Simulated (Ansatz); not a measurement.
# Li$_{2}$O (Fm-3m): elasticity against pressure

```
CELL_PARAMETERS angstrom
0.00000 2.28993 2.28993
2.28993 0.00000 2.28993
2.28993 2.28993 0.00000
ATOMIC_POSITIONS crystal
Li 0.25000 0.25000 0.25000
Li 0.75000 0.75000 0.75000
O 0.00000 0.00000 0.00000
```

This is the zero-pressure cell. At each pressure cell and atoms are relaxed in this structure, and the constants are slopes of the stress at strains of ±0.005 with relaxed ions (the coefficients that govern stability under load). Level: PBEsol, PAW on Ansatz 0.2.0's default frozen-core files (fitted under PBE), scalar-relativistic; k mesh 8×8×8, strains of ±0.005, fixed occupations, cutoff 420 eV. P is the pressure of the relaxed cell, less that of this one.

| P (GPa) | V/V₀ | C11 (GPa) | C12 (GPa) | C44 (GPa) |
| --- | --- | --- | --- | --- |
| 0.00 | 1.0000 | 208.9 | 19.6 | 58.6 |
| 1.00 | 0.9883 | 214.2 | 22.9 | 60.9 |
| 2.00 | 0.9772 | 219.6 | 26.1 | 63.2 |
| 4.00 | ? | ? | ? | ? |
| 6.99 | 0.9294 | 243.2 | 41.7 | 72.6 |
| 10.00 | 0.9053 | 257.6 | 51.5 | 78.0 |
| 14.99 | 0.8708 | 278.7 | 66.6 | 84.8 |

Task: Does the bulk modulus from the constants agree with the pressure-volume curve?

Result: A third-order Birch-Murnaghan fit to the volumes shown (F against f, f = [(V₀/V)^(2/3) − 1]/2) gives B₀ = 82.7 GPa and B′ = 3.9. Its −V dP/dV stands beside (C11 + 2C12)/3:

| P (GPa) | from P(V) | from the constants |
| --- | --- | --- |
| 0.00 | 82.7 | 82.7 |
| 1.00 | 86.6 | 86.6 |
| 2.00 | 90.4 | 90.6 |
| 6.99 | 109.1 | 108.9 |
| 10.00 | 120.0 | 120.2 |
| 14.99 | 137.7 | 137.3 |

Task: What are the pressure derivatives at zero pressure?

Result: Slopes at V₀ of quadratic fits in −ln(V/V₀) through the first four rows shown, divided by B₀: dC11/dP = 5.6, dC12/dP = 3.3, dC44/dP = 2.4. The mean slopes up to 2.0 GPa are 5.4, 3.3, 2.3; curvature and scatter of the constants part the two. The combination (dC11/dP + 2 dC12/dP)/3 = 4.1 stands against B′.

Task: Fill the row at 4.00 GPa.

Result: Cubic fits in −ln(V/V₀) through all rows shown give C11 = 229.3, C12 = 32.4, C44 = 67.2 GPa. Computed: V/V₀ = 0.9567, C11 (GPa) = 229.4, C12 (GPa) = 32.5, C44 (GPa) = 67.2.

Task: Does a shear stiffness soften?

Result: C44 goes from 58.6 to 84.8 GPa; (C11 − C12)/2 goes from 94.6 to 106.1 GPa. Neither ends more than 3 % under its start, and the lattice stays mechanically stable over this range.

Caveats: no other phase was computed; many crystals of this kind change structure within this range, and rows or crossings beyond such a change describe a metastable lattice; frozen-core PAW files fitted under PBE, their cores solved anew for the functional of the run; phonons weren't checked at these pressures.
